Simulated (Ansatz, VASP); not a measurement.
This is a calculation of B for VASP 6.6.1.

INCAR

```
PREC = Accurate ; ENCUT = 520
EDIFF = 1E-7 ; ISMEAR = -1
SIGMA = 0.05 ; LREAL = False
LASPH = True ; NELM = 60
ALGO = Normal ; ISIF = 2
LWAVE = False ; LCHARG = False
GGA = PE ; NBANDS = 8
```

Contents of KPOINTS:

```
regular mesh
0
Gamma
  14 14 14
```

The input POSCAR:

```
B
1.0
    1.8852400000      0.0000000000      0.0000000000
    0.0000000000      1.8852400000      0.0000000000
    0.0000000000      0.0000000000      1.8852400000
B
1
Direct
    0.5000000000      0.5000000000      0.5000000000
```

Potentials or basis: VASP PAW PBE potentials, release 64 (B).

Launch:

```sh
$ cat potpaw_PBE.64/B/POTCAR > POTCAR
$ mpirun -np 1 vasp_std > vasp.out
```

Translate it to Ansatz 0.2.0. Potentials there: Ansatz PAW.

As run (the cutoff follows the program's own potentials):

input.yaml

```yaml
crystal:
  lattice:
    - [1.88524, 0.0, 0.0]
    - [0.0, 1.88524, 0.0]
    - [0.0, 0.0, 1.88524]
  atoms:
    - { symbol: B, position: [0.5, 0.5, 0.5] }
hamiltonian:
  xc: pbe
  pseudopotentials: { kind: paw }
kpoints:
  mp_grid: { grid: [14, 14, 14] }
scf:
  occupations: { method: fermi_dirac, width: 0.05 }
output:
  forces: true
  stress: true
  eigenvalues: true
```

Potentials or basis: Ansatz PAW.

Launch:

```bash
$ ansatz run input.yaml --threads 1 --pin off --max-ram 3584MiB --backend cpu --events-out ev --progress --plain --runs-dir out
```

Both were run:

|  | VASP | Ansatz | Ansatz less VASP |
| --- | --- | --- | --- |
| gap on the k mesh at the Fermi level (eV) | none | none | - |
| pressure (GPa) | 0.4 | 0.3 | -0.05 |

A gap of «none» marks a metal or a gap that the smearing closes. With one functional, cell and mesh, what is left measures potentials, basis and numerics.
